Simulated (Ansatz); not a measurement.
## Effect of uniaxial strain ε_zz = −1.94 % on LaAlO3

Take LaAlO3 in the cubic perovskite structure (space group Pm-3m, No. 221; a = 3.812 Å) as the base. Axes: x, y, z lie along the cube axes.

The change: uniaxial strain ε_zz = −1.94 %, all other strain components held at zero; the atoms relax in the strained cell.

The values are results of Ansatz (an electronic-structure program) PBE, no SOC, not measurements. k-mesh 9×9×9 (Γ-centred); smearing 0.05 eV (Fermi–Dirac).

```tsv
quantity	base	changed	shift
volume per atom	11.08 Å³	10.87 Å³	-0.21 Å³
space group	Pm-3m (No. 221)	P4/mmm (No. 123)	–
shortest interatomic distance	1.906 Å	1.869 Å	-0.037 Å
energy relative to the base (free energy F)	0 meV/atom	+4.5 meV/atom	+4.5 meV/atom
pressure (mean of the normal stresses, compression positive)	0.01 GPa	4.01 GPa	+4.005 GPa
band gap	3.50 eV	3.34 eV	-0.16 eV
gap character	–	indirect, A → Γ	–
electron mass	–	0.64 mₑ along z, 0.52 mₑ across (at Γ)	–
valley order (the lowest conduction-band minima on the path, energy above the VBM, named in the base's zone)	Γ 3.50 eV	Γ 3.34 eV; M along [011] 4.25 eV	–
stress (xx, yy, zz, yz, xz, xy; compression positive)	–	(2.56, 2.56, 6.92, 0.00, 0.00, 0.00) GPa	–
```

Final structure:

```
CELL_PARAMETERS angstrom
      3.81241     0.00000     0.00000
      0.00000     3.81241     0.00000
      0.00000     0.00000     3.73845
ATOMIC_POSITIONS crystal
  La 0.00000 0.00000 0.00000
  Al 0.50000 0.50000 0.50000
  O  0.00000 0.50000 0.50000
  O  0.50000 0.50000 0.00000
  O  0.50000 0.00000 0.50000
```

Masses are band curvatures over ±0.01 Å⁻¹ around the edge. Whether these cells are dynamically stable was not tested. Many cubic perovskites are stable only at high temperature; tilts and polar distortions were not tested. k-point labels follow each cell's own Brillouin zone.
